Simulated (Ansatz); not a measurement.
## Hf: the change of pressure and energy less free atoms with volume scale

Results calculated with Ansatz 0.2.0, not measured. Periodic Kohn-Sham DFT of a crystal at fixed atoms, scaled to volume_scale times the given cell; pressure positive in compression, energy less spherical unpolarised free atoms, largest_vzz the field gradient of largest size among the nuclei.

The cell before it is scaled or strained (space group Im-3m, No. 229):
```
CELL_PARAMETERS angstrom
-1.76750 1.76750 1.76750
1.76750 -1.76750 1.76750
1.76750 1.76750 -1.76750
ATOMIC_POSITIONS crystal
Hf 0.00000 0.00000 0.00000
```

Settings of every row: method all-electron LAPW; functional LDA; relativity scalar; k mesh 14x14x14; filling fermi-dirac; smearing width 0.05 eV; basis error target 0.5 meV/atom; nucleus gaussian.

Atom start moment: 0 on all atoms.

Limits: no spin-orbit coupling on heavy atoms; the cell comes from a prototype or a list of computed structures and needn't be the stable phase.

| row | volume scale | V (Å³/atom) | pressure (GPa) | energy less free atoms (eV/atom) |
| --- | --- | --- | --- | --- |
| 1 | 0.95 | 20.983 | -3.032 | -7.9993 |
| 2 | 0.975 | 21.535 | ? | ? |
| 3 | 1 | 22.087 | -7.901 | -7.961 |
| 4 | 1.025 | 22.639 | -9.918 | -7.9302 |
| 5 | 1.05 | 23.191 | -11.702 | -7.8929 |

Question: what pressure and energy less free atoms should row 2 give?

Worked fit of pressure. Take u = (V_r/V)^(2/3) − 1 with V_r = 22.363 Å³ an atom, which is twice the finite (Eulerian) strain; such expansions in the strain, on which the Birch-Murnaghan equation of state is built, carry the rest volume and the bulk modulus. The shown rows have u = 0.04338, 0.00831, -0.00814, -0.02395. Least squares give pressure = −8.9412 + 122.708 × u + 311.38 × u² GPa; a straight line predicts inner rows, each left out in turn, worse (root mean square 0.22 against 0.0029 GPa). The rows lie off it by 0.000, -0.001, 0.001, -0.001. The withheld row has u = 0.02547, so the fit gives −8.9412 + 122.708 × (0.02547) + 311.38 × (0.02547)² = -5.614 GPa.

The calculation gave -5.616 GPa. The fit lies 0.002 GPa (0.023 % of the column's range) above it; its largest miss of a shown row is 0.001 GPa.

Worked fit of energy less free atoms. Take u = (V_r/V)^(2/3) − 1 with V_r = 22.363 Å³ an atom, which is twice the finite (Eulerian) strain; such expansions in the strain, on which the Birch-Murnaghan equation of state is built, carry the rest volume and the bulk modulus. The shown rows have u = 0.04338, 0.00831, -0.00814, -0.02395. Least squares give energy less free atoms = −7.94647 − 1.8743 × u + 15.129 × u² eV/atom; a straight line predicts inner rows, each left out in turn, worse (root mean square 0.01 against 1.2e-05 eV/atom). All shown rows lie on it to the printed digit. The withheld row has u = 0.02547, so the fit gives −7.94647 − 1.8743 × (0.02547) + 15.129 × (0.02547)² = -7.9844 eV/atom.

The calculation gave -7.9843 eV/atom. The fit lies 0.0001 eV/atom (0.094 % of the column's range) below it, one unit of the last digit.
